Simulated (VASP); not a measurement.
A run of VASP 6.6.1 is set up as follows.

File INCAR:

```
PREC = Accurate
ENCUT = 520
EDIFF = 1E-6
ISMEAR = 1
SIGMA = 0.1
LREAL = F
LASPH = T
NELM = 80
ALGO = Normal
ISIF = 2
LWAVE = F
LCHARG = F
METAGGA = R2SCAN
LMIXTAU = T
KPAR = 4
```

File KPOINTS:

```
regular mesh
0
Gamma
  10 10 10
```

File POSCAR:

```
Sb                                      
1.0
    2.1620827596      1.2482790632      3.6767993594
   -2.1620827596      1.2482790632      3.6767993594
    0.0000000000     -2.4965581265      3.6767993594
  Sb            
     2
Direct
     0.2364761915998050    0.2364761915998050    0.2364761915998050
     0.7635238084001950    0.7635238084001950    0.7635238084001950
```

The input KPOINTS_OPT:

```
explicit points
213
Reciprocal
 0.0000000000  0.0000000000  0.0000000000 1
 0.0357142857  0.0000000000  0.0000000000 1
 0.0714285714  0.0000000000  0.0000000000 1
 0.1071428571  0.0000000000  0.0000000000 1
 0.1428571429  0.0000000000  0.0000000000 1
 0.1785714286  0.0000000000  0.0000000000 1
[... 205 lines left out ...]
 0.7812462900  0.3907773300  0.3907773300 1
 0.7393789900  0.3489100300  0.3489100300 1
```

Potentials or basis: VASP PAW PBE potentials, release 64 (Sb).

Launch:

```bash
$ cat potpaw_PBE.64/Sb/POTCAR > POTCAR
$ mpirun -np 4 vasp_std > vasp.out
```

(1) What does it give for the largest force?

(2) Predict the band gap along the path.

(3) What does it give for the pressure?

## Answers

(1) 0.147 eV/Å.

(2) none (metal or under the smearing width).

(3) 1.7 GPa.

Caveat: the PAW data sets were made with another functional, which shifts forces and pressure a little; spin-orbit coupling is left out, which moves the levels of the heavy elements.
